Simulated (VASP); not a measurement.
# Al2O3 (Corundum): input slips in a phonon run and what they do, part 2 of 3

Aim: see how common mistakes in a phonon run show up, on Al2O3 (Corundum). The starting structure is a measured crystal structure from the Crystallography Open Database.

VASP 6.6.1.

### Step 2. Reference modes (continued)

Level of this step: LDA; plane waves and PAW (Al, O) (VASP).

From OUTCAR (step 2):

```text
ion  position               nearest neighbor table
   1  0.148  0.148  0.148-   8 1.85   9 1.85  10 1.85   5 1.96   7 1.96   6 1.96   2 2.63   3 2.78
                             3 2.78   3 2.78   2 3.20   2 3.20   2 3.20
   2  0.352  0.352  0.352-  10 1.85   9 1.85   8 1.85   7 1.96   5 1.96   6 1.96   1 2.63   4 2.78
                             4 2.78   4 2.78   1 3.20   1 3.20   1 3.20
   3  0.852  0.852  0.852-   5 1.85   6 1.85   7 1.85   8 1.96  10 1.96   9 1.96   4 2.63   1 2.78
                             1 2.78   1 2.78   4 3.20   4 3.20   4 3.20
   4  0.648  0.648  0.648-   7 1.85   6 1.85   5 1.85  10 1.96   8 1.96   9 1.96   3 2.63   2 2.78
                             2 2.78   2 2.78   3 3.20   3 3.20   3 3.20
   5  0.944  0.250  0.556-   3 1.85   4 1.85   1 1.96   2 1.96
   6  0.556  0.944  0.250-   3 1.85   4 1.85   1 1.96   2 1.96
   7  0.250  0.556  0.944-   4 1.85   3 1.85   2 1.96   1 1.96
   8  0.056  0.750  0.444-   1 1.85   2 1.85   3 1.96   4 1.96
   9  0.444  0.056  0.750-   1 1.85   2 1.85   3 1.96   4 1.96
  10  0.750  0.444  0.056-   2 1.85   1 1.85   4 1.96   3 1.96

  LATTYP: Found a trigonal (rhomboedric) cell.
 ALAT       =     5.0961878453
 COS(alpha) =     0.5683509720

 Subroutine GETGRP returns: Found 12 space group operations
 (whereof  6 operations were pure point group operations)

The static configuration has the point symmetry S_6 .
 The point group associated with its full space group is D_3d.

 Found     32 irreducible k-points:

   k-points           NKPTS =     32   k-points in BZ     NKDIM =     32   number of bands    NBANDS=     34

   dimension x,y,z NGX =    40 NGY =   40 NGZ =   40
   dimension x,y,z NGXF=    80 NGYF=   80 NGZF=   80

   ENCUT  =  520.0 eV  38.22 Ry    6.18 a.u.   9.48  9.48  9.48*2*pi/ulx,y,z

   NELECT =      48.0000    total number of electrons

 k-points in reciprocal lattice and weights: Automatic mesh
   0.00000000  0.00000000  0.00000000       0.005
   0.16666667  0.00000000 -0.00000000       0.028
   0.33333333  0.00000000 -0.00000000       0.028
   0.50000000 -0.00000000  0.00000000       0.014
   0.16666667  0.16666667 -0.00000000       0.028
   0.33333333  0.16666667  0.00000000       0.056
   0.50000000  0.16666667  0.00000000       0.056
  -0.33333333  0.16666667  0.00000000       0.056
  -0.16666667  0.16666667  0.00000000       0.028
[...]
-0.33333333  0.50000000  0.33333333       0.028
   0.50000000  0.50000000  0.50000000       0.005

 average (electrostatic) potential at core
       1 -69.4196       2 -69.4450       3 -69.4211       4 -69.4438       5 -68.0304
       6 -68.0310       7 -68.0304       8 -68.0304       9 -68.0296      10 -68.0313

 E-fermi :   6.2107

 k-point     1 :       0.0000    0.0000    0.0000
  band No.  band energies     occupation
    ...
     20       5.5020      2.00000
     21       5.5127      2.00000
     22       5.9837      2.00000
     23       5.9876      2.00000
     24       6.0303      2.00000
     25      12.4252      0.00000
     26      15.0897      0.00000
     27      16.7798      0.00000
     28      17.5296      0.00000
     29      17.5512      0.00000
    ...

 k-point     2 :       0.1667    0.0000   -0.0000
  band No.  band energies     occupation
    ...
     20       5.1297      2.00000
     21       5.3112      2.00000
     22       5.6777      2.00000
     23       5.9418      2.00000
     24       5.9738      2.00000
     25      13.0412      0.00000
     26      15.5998      0.00000
     27      16.3538      0.00000
     28      17.0982      0.00000
     29      17.2941      0.00000
    ...

 k-point     3 :       0.3333    0.0000   -0.0000
  band No.  band energies     occupation
    ...
     20       4.6439      2.00000
     21       5.1451      2.00000
     22       5.4669      2.00000
     23       5.7859      2.00000
     24       5.8329      2.00000
     25      14.3201      0.00000
     26      15.8280      0.00000
     27      16.0904      0.00000
     28      16.5838      0.00000
     29      16.8679      0.00000
    ...

  Total       -0.0408763      0.0413045      0.0016332     -0.0230659      0.0251066      0.0132873
  in kB       -0.7842302      0.7924440      0.0313332     -0.4425301      0.4816804      0.2549227
  external PRESSURE =       0.0131823 kB  Pullay stress =       0.0000000 kB

  energy-cutoff  :      520.00
  volume of cell :       83.51
      direct lattice vectors                 reciprocal lattice vectors
     2.367531759  1.366895098  4.300874529     0.211190409  0.121930839  0.077503617
    -2.367531759  1.366895098  4.300874529    -0.211190409  0.121930839  0.077503617
     0.000000000 -2.733790197  4.300874529     0.000000000 -0.243861679  0.077503617

 POSITION                                       TOTAL-FORCE (eV/Angst)
 -----------------------------------------------------------------------------------
      0.00000      0.00000      1.90952         0.003176      0.002316     -0.018416
      0.00000      0.00000      4.54179         0.000783     -0.001646     -0.016379
      0.00000      0.00000     10.99310         0.017875     -0.033514     -0.033620
      0.00000      0.00000      8.36084         0.035755      0.001287     -0.032274
      1.64368      0.11315      7.51153        -0.080015      0.043871      0.241609
     -0.91984      1.36690      7.52653         0.005080      0.002317      0.007583
     -0.72385     -1.48005      7.52653        -0.000050     -0.004525      0.007496
     -1.64368     -0.11315      5.37609         0.047980     -0.026618     -0.068655
      0.91984     -1.36690      5.37609        -0.027763     -0.012588     -0.043706
      0.72385      1.48005      5.37609        -0.002822      0.029100     -0.043638
 -----------------------------------------------------------------------------------
    total drift:                                0.000029     -0.000021      0.000117

  FREE ENERGIE OF THE ION-ELECTRON SYSTEM (eV)
  ---------------------------------------------------
  free  energy   TOTEN  =       -83.1028511587 eV

  energy  without entropy=      -83.1028511587  energy(sigma->0) =      -83.10285116

 Eigenvectors and eigenvalues of the dynamical matrix
 ----------------------------------------------------

   1 f  =   22.617838 THz   142.112065 2PiTHz  754.449855 cm-1    93.539818 meV
             X         Y         Z           dx          dy          dz
      0.000000  0.000000  1.909523     0.080557   -0.094278    0.000000
      0.000000  0.000000  4.541788     0.080516    0.094313   -0.000000
      0.000000  0.000000 10.993100    -0.080557    0.094278   -0.000000
      0.000000  0.000000  8.360835    -0.080516   -0.094313    0.000000
[...]
-0.919836  1.366895  7.526530     0.000039    0.407424   -0.338040
     -0.723848 -1.480049  7.526530     0.254503   -0.033541    0.168956
     -1.643684 -0.113154  5.376093     0.254616    0.033430   -0.169083
      0.919836 -1.366895  5.376093    -0.000039   -0.407424    0.338040
      0.723848  1.480049  5.376093    -0.254503    0.033541   -0.168956

   3 f  =   22.540227 THz   141.624421 2PiTHz  751.861029 cm-1    93.218845 meV
             X         Y         Z           dx          dy          dz
      0.000000  0.000000  1.909523     0.000000    0.000000   -0.063103
      0.000000  0.000000  4.541788    -0.000000    0.000000   -0.063103
      0.000000  0.000000 10.993100    -0.000000   -0.000000    0.063103
      0.000000  0.000000  8.360835     0.000000   -0.000000    0.063103
      1.643684  0.113154  7.526530     0.201064   -0.116084   -0.331828
     -0.919836  1.366895  7.526530     0.000000    0.232169   -0.331828
     -0.723848 -1.480049  7.526530    -0.201064   -0.116084   -0.331828
     -1.643684 -0.113154  5.376093    -0.201064    0.116084    0.331828
      0.919836 -1.366895  5.376093    -0.000000   -0.232169    0.331828
      0.723848  1.480049  5.376093     0.201064    0.116084    0.331828

   4 f  =   20.719892 THz   130.186919 2PiTHz  691.141190 cm-1    85.690548 meV
             X         Y         Z           dx          dy          dz
      0.000000  0.000000  1.909523    -0.000000    0.000000   -0.183258
      0.000000  0.000000  4.541788    -0.000000   -0.000000    0.183258
      0.000000  0.000000 10.993100    -0.000000    0.000000   -0.183258
      0.000000  0.000000  8.360835    -0.000000   -0.000000    0.183258
      1.643684  0.113154  7.526530     0.189920    0.328950   -0.000000
     -0.919836  1.366895  7.526530    -0.379839    0.000000   -0.000000
     -0.723848 -1.480049  7.526530     0.189920   -0.328950    0.000000
     -1.643684 -0.113154  5.376093     0.189920    0.328950   -0.000000
      0.919836 -1.366895  5.376093    -0.379839    0.000000    0.000000
      0.723848  1.480049  5.376093     0.189920   -0.328950    0.000000

   5 f  =   19.355697 THz   121.615429 2PiTHz  645.636545 cm-1    80.048693 meV
             X         Y         Z           dx          dy          dz
      0.000000  0.000000  1.909523    -0.000000    0.000000    0.104440
      0.000000  0.000000  4.541788    -0.000000   -0.000000   -0.104440
      0.000000  0.000000 10.993100     0.000000   -0.000000   -0.104440
      0.000000  0.000000  8.360835     0.000000    0.000000    0.104440
      1.643684  0.113154  7.526530     0.199621    0.345755    0.000000
     -0.919836  1.366895  7.526530    -0.399243    0.000000   -0.000000
     -0.723848 -1.480049  7.526530     0.199621   -0.345755   -0.000000
     -1.643684 -0.113154  5.376093    -0.199621   -0.345755   -0.000000
      0.919836 -1.366895  5.376093     0.399243    0.000000   -0.000000
      0.723848  1.480049  5.376093    -0.199621    0.345755    0.000000

   6 f  =   19.028163 THz   119.557473 2PiTHz  634.711189 cm-1    78.694122 meV
             X         Y         Z           dx          dy          dz
      0.000000  0.000000  1.909523    -0.105204    0.113165    0.000000
      0.000000  0.000000  4.541788    -0.105232   -0.113139   -0.000000
      0.000000  0.000000 10.993100    -0.105204    0.113165    0.000000
      0.000000  0.000000  8.360835    -0.105232   -0.113139   -0.000000
      1.643684  0.113154  7.526530     0.278391   -0.324469   -0.055906
     -0.919836  1.366895  7.526530    -0.283666   -0.000058    0.000008
     -0.723848 -1.480049  7.526530     0.278311    0.324493    0.055898
     -1.643684 -0.113154  5.376093     0.278391   -0.324469   -0.055906
      0.919836 -1.366895  5.376093    -0.283666   -0.000058    0.000008
      0.723848  1.480049  5.376093     0.278311    0.324493    0.055898

   7 f  =   19.028163 THz   119.557473 2PiTHz  634.711189 cm-1    78.694122 meV
             X         Y         Z           dx          dy          dz
      0.000000  0.000000  1.909523     0.113165    0.105204    0.000000
      0.000000  0.000000  4.541788    -0.113139    0.105232    0.000000
      0.000000  0.000000 10.993100     0.113165    0.105204    0.000000
      0.000000  0.000000  8.360835    -0.113139    0.105232    0.000000
      1.643684  0.113154  7.526530     0.324447    0.096368   -0.032268
     -0.919836  1.366895  7.526530     0.000035   -0.465690    0.064550
     -0.723848 -1.480049  7.526530    -0.324516    0.096287   -0.032282
     -1.643684 -0.113154  5.376093     0.324447    0.096368   -0.032268
      0.919836 -1.366895  5.376093     0.000035   -0.465690    0.064550
      0.723848  1.480049  5.376093    -0.324516    0.096287   -0.032282

   8 f  =   18.051274 THz   113.419498 2PiTHz  602.125679 cm-1    74.654036 meV
             X         Y         Z           dx          dy          dz
      0.000000  0.000000  1.909523     0.000000   -0.000000    0.465206
      0.000000  0.000000  4.541788     0.000000    0.000000   -0.465206
      0.000000  0.000000 10.993100     0.000000   -0.000000    0.465206
      0.000000  0.000000  8.360835     0.000000    0.000000   -0.465206
      1.643684  0.113154  7.526530     0.074815    0.129583    0.000000
     -0.919836  1.366895  7.526530    -0.149629   -0.000000    0.000000
     -0.723848 -1.480049  7.526530     0.074815   -0.129583   -0.000000
     -1.643684 -0.113154  5.376093     0.074815    0.129583    0.000000
      0.919836 -1.366895  5.376093    -0.149629   -0.000000    0.000000
      0.723848  1.480049  5.376093     0.074815   -0.129583   -0.000000

   9 f  =   17.726818 THz   111.380885 2PiTHz  591.303015 cm-1    73.312197 meV
             X         Y         Z           dx          dy          dz
      0.000000  0.000000  1.909523    -0.000000   -0.000000    0.188147
      0.000000  0.000000  4.541788     0.000000   -0.000000    0.188147
      0.000000  0.000000 10.993100    -0.000000   -0.000000    0.188147
      0.000000  0.000000  8.360835     0.000000   -0.000000    0.188147
      1.643684  0.113154  7.526530     0.295624   -0.170678   -0.162919
     -0.919836  1.366895  7.526530     0.000000    0.341357   -0.162919
     -0.723848 -1.480049  7.526530    -0.295624   -0.170678   -0.162919
     -1.643684 -0.113154  5.376093     0.295624   -0.170678   -0.162919
      0.919836 -1.366895  5.376093    -0.000000    0.341357   -0.162919
      0.723848  1.480049  5.376093    -0.295624   -0.170678   -0.162919
    [... 270 further lines ...]
     -1.643684 -0.113154  5.376093     0.257475    0.110160   -0.000027
      0.919836 -1.366895  5.376093     0.257405    0.110254   -0.000018
      0.723848  1.480049  5.376093     0.257521    0.110268    0.000044

 ELASTIC MODULI CONTR FROM IONIC RELAXATION (kBar)
 Direction    XX          YY          ZZ          XY          YZ          ZX
 --------------------------------------------------------------------------------
 XX        -404.0363    174.4359    151.7259      0.0000    113.9484      0.0000
 YY         174.4359   -404.0363    151.7259     -0.0000   -113.9484     -0.0000
 ZZ         151.7259    151.7259   -230.7044      0.0000     -0.0000     -0.0000
 XY           0.0000     -0.0000      0.0000   -289.2361     -0.0000    113.9484
 YZ         113.9484   -113.9484     -0.0000     -0.0000   -149.4451      0.0000
 ZX          -0.0000      0.0000     -0.0000    113.9484      0.0000   -149.4451
 --------------------------------------------------------------------------------

 total charge
# of ion       s       p       d       tot
------------------------------------------
    1        0.321   0.424   0.000   0.745
    2        0.321   0.424   0.000   0.745
    3        0.321   0.424   0.000   0.745
    4        0.321   0.424   0.000   0.745
    5        1.537   3.637   0.000   5.173
    6        1.537   3.637   0.000   5.173
    7        1.537   3.637   0.000   5.173
    8        1.537   3.637   0.000   5.173
    9        1.537   3.637   0.000   5.173
   10        1.537   3.637   0.000   5.173
--------------------------------------------------
tot         10.504  23.517   0.000  34.021

[... 3 further parts left out ...]
```

The last energy, forces, stress and levels in OUTCAR belong to the last displaced cell, not to the cell of POSCAR.

Reference: the zone-centre modes are at the top Eg (5) 754.4, A2g (3) 751.9, A1u (2) 691.1, A1g (2) 645.6 cm⁻¹, at the bottom A2u (1) 397.2, Eu (1) 390.1, Eg (1) 374.0, A2g (1) 312.9 cm⁻¹, with 10 more of the listed ones between.

### Step 3. Modes with one-sided displacements

A slip made on purpose: one-sided displacements. Against step 2 the input has NFREE = 1 (also changed: NELM).

The input, INCAR:

```
SYSTEM = Al2O3
PREC = Accurate
ENCUT = 520
EDIFF = 1E-08
NELM = 60
ISMEAR = 0
SIGMA = 0.03
LREAL = .FALSE.
ALGO = Normal
GGA = CA
NBANDS = 34
LORBIT = 11
LWAVE = .FALSE.
LCHARG = .FALSE.
KPAR = 16
IBRION = 6
NFREE = 1
POTIM = 0.015
NSW = 1
ISIF = 2
```

The input, POSCAR:

```
Al2O3
1.0
    2.3675317589      1.3668950983      4.3008745291
   -2.3675317589      1.3668950983      4.3008745291
    0.0000000000     -2.7337901966      4.3008745291
Al O
4 6
Direct
    0.1479949731      0.1479949731      0.1479949731
    0.3520050269      0.3520050269      0.3520050269
    0.8520050269      0.8520050269      0.8520050269
    0.6479949731      0.6479949731      0.6479949731
    0.9442605397      0.2500000000      0.5557394603
    0.5557394603      0.9442605397      0.2500000000
    0.2500000000      0.5557394603      0.9442605397
    0.0557394603      0.7500000000      0.4442605397
    0.4442605397      0.0557394603      0.7500000000
    0.7500000000      0.4442605397      0.0557394603
```

The input, KPOINTS:

```
Automatic mesh
0
Gamma
6 6 6
0 0 0
```

Potentials, in the order of the species: Al and O (LDA family, release 64).

On the command line:

```console
$ mpirun -np 16 vasp_std
```

The program printed:

```text
[banner, memory and clock lines left out]
running   16 mpi-ranks, on    1 nodes
[...]
[... a notice as in an earlier step ...]

 LDA part: xc-table for (Slater(with rela. corr.)+CA(PZ))
 , standard interpolation
 POSCAR, INCAR and KPOINTS ok, starting setup
[...]
entering main loop
       N       E                     dE             d eps       ncg     rms          rms(c)
[... 14 cycles as in an earlier step ...]
   1 F= -.83104664E+02 E0= -.83104664E+02  d E =-.923049E-20
[... from here on, the cycles between the ionic steps are left out ...]
   2 F= -.83102359E+02 E0= -.83102359E+02  d E =-.322079E-19
   3 F= -.83102489E+02 E0= -.83102489E+02  d E =-.947229E-21
   4 F= -.83102547E+02 E0= -.83102547E+02  d E =-.190896E-23
   5 F= -.83102851E+02 E0= -.83102851E+02  d E =-.155472E-19
 Finite differences progress:
  Degree of freedom:   4/  4
  Displacement:        1/  1
  Total:               4/  4
```

It took 80 s on 16 MPI ranks of Intel Xeon Platinum 8375C at 2.90GHz (Ice Lake), shared host; peak memory 8.7 GiB.

OUTCAR, selected parts (step 3):

```text
  Total        0.0407542     -0.0403281      0.0016181      0.0240892     -0.0241286     -0.0151881
  in kB        0.7818868     -0.7737114      0.0310448      0.4621609     -0.4629181     -0.2913911
  external PRESSURE =       0.0130734 kB  Pullay stress =       0.0000000 kB

 POSITION                                       TOTAL-FORCE (eV/Angst)
 -----------------------------------------------------------------------------------
      0.00000      0.00000      1.90952        -0.001838     -0.000138      0.016368
      0.00000      0.00000      4.54179         0.000433      0.003932      0.018428
      0.00000      0.00000     10.99310        -0.016740      0.031603      0.032258
      0.00000      0.00000      8.36084        -0.037949     -0.001301      0.033624
      1.64368      0.11315      7.54153         0.077957     -0.047344     -0.241569
     -0.91984      1.36690      7.52653        -0.003894     -0.002316     -0.007520
     -0.72385     -1.48005      7.52653        -0.000541      0.005569     -0.007605
     -1.64368     -0.11315      5.37609        -0.047044      0.028241      0.068670
      0.91984     -1.36690      5.37609         0.026622      0.012098      0.043633
      0.72385      1.48005      5.37609         0.002994     -0.030345      0.043713
 -----------------------------------------------------------------------------------
    total drift:                               -0.000097      0.000027     -0.000095

  FREE ENERGIE OF THE ION-ELECTRON SYSTEM (eV)
  ---------------------------------------------------
  free  energy   TOTEN  =       -83.1028511592 eV

  energy  without entropy=      -83.1028511592  energy(sigma->0) =      -83.10285116

[... 2 parts as in an earlier step ...]

[... 1 further part left out ...]
[key lines of the parts left out:]
E-fermi :   6.2107
```

The last energy, forces and stress in OUTCAR belong to the last displaced cell, not to that of POSCAR.

With one-sided displacements the modes are at the top Eg (5) 751.4, A2g (3) 749.2 cm⁻¹, at the bottom Eg (1) 374.0, A2g (1) 316.4 cm⁻¹, with 14 more of the listed ones between; the largest shift is -6.7 cm⁻¹, in Eg (4), from the reference.

[end of part 2 of 3]

[Lines on the potential files, build, host, timing and source positions are cut from VASP's logs without a mark.]

[Logs are printed without paths, hosts, clocks, repeated set-up lines and the standing remarks that a program may print on its own settings, such as how far it seeks lower states.]

[Hosts, paths, dates, database ids (printed as entryN), source tags and the programs' standing remarks are cut or masked in the printed files.]
